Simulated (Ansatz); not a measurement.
**MgO at 11 GPa: from Born charge to LO–TO splitting and polaron coupling**

Method: DFT PBEsol, scalar-relativistic, plane waves, PAW (Ansatz 0.2.0). Plane waves to 420 eV; Γ-centred k mesh 10×10×10; fixed occupations. No spin polarisation. Phonons by linear response, acoustic sum rule imposed.

The cell, relaxed at 11 GPa:
```cif
data_structure
_symmetry_space_group_name_H-M 'P 1'
_symmetry_Int_Tables_number 1
_cell_length_a 2.9194
_cell_length_b 2.9194
_cell_length_c 2.9194
_cell_angle_alpha 60.000
_cell_angle_beta 60.000
_cell_angle_gamma 60.000
_cell_volume 17.59
loop_
_atom_site_label
_atom_site_type_symbol
_atom_site_fract_x
_atom_site_fract_y
_atom_site_fract_z
_atom_site_occupancy
Mg1 Mg 0.00000 0.00000 0.00000 1
O1 O 0.50000 0.50000 0.50000 1
```

Linear response gives ν_TO = 445.4 cm⁻¹, Born charges ±1.954 e (positive on Mg) and ε∞ = 3.177. The primitive cell holds 17.593 Å³, and the masses are 24.305 and 15.999 amu.

Problem. Find ν_LO and the static dielectric constant.

Solution. The long-wave field adds a restoring force: ω_LO² − ω_TO² = Z*²e²/(ε_vac ε∞ μV). In these units ν_LO² − ν_TO² = 4.92064×10⁷ Z*²/(μ V ε∞) cm⁻², with μ = m₁m₂/(m₁ + m₂) = 9.648 amu: 348472 cm⁻². So ν_LO = √(445.4² + 348472) = 739.5 cm⁻¹, and the run gives 739.5. Lyddane–Sachs–Teller then gives ε0 = ε∞ (ν_LO/ν_TO)² = 8.76, against 8.76 in the run (it forms both from the same three quantities, so the match checks the arithmetic only). Between ν_TO and ν_LO the dielectric function is negative and an undamped crystal reflects fully: a reststrahlen band from 13.5 to 22.5 μm.

Problem. What do the Clausius–Mossotti polarisability and the Szigeti charge come to?

Solution. With the Lorentz local field, α = (3V/4π)(ε∞ − 1)/(ε∞ + 2) = 1.77 Å³ for the pair, and e_S = 3Z*/(ε∞ + 2) = 1.13 e. The Born charge includes the electrons' response to the dipole's own local field, and e_S takes that enhancement out. The Lorentz field assumes point-like polarisable ions, a fair picture at this small ε∞.

Problem. How strongly does a slow electron couple to the LO mode?

Solution. For one isotropic parabolic band, Fröhlich's constant is α_F = (1/ε∞ − 1/ε0) √(m* Ry/ħω_LO), with Ry = 13.606 eV, ħω_LO = 91.7 meV and m* in free-electron masses: α_F = 0.2006 × 12.18 × √m* = 2.44 √m*. The band mass isn't part of this run; for m* = 0.1, 0.3 and 1 it gives 0.77, 1.34, 2.44. In weak coupling the polaron lies α_F ħω_LO below the band edge (123 meV at m* = 0.3) with a mass m*(1 + α_F/6); past α_F of about 5 or 6 that expansion fails. A semilocal functional's ε∞ tends to be too large, which taken alone lowers α_F.

Cost: 1 run of about 0.1 core-minutes, on Intel Xeon Platinum 8488C (Sapphire Rapids) (shared hosts).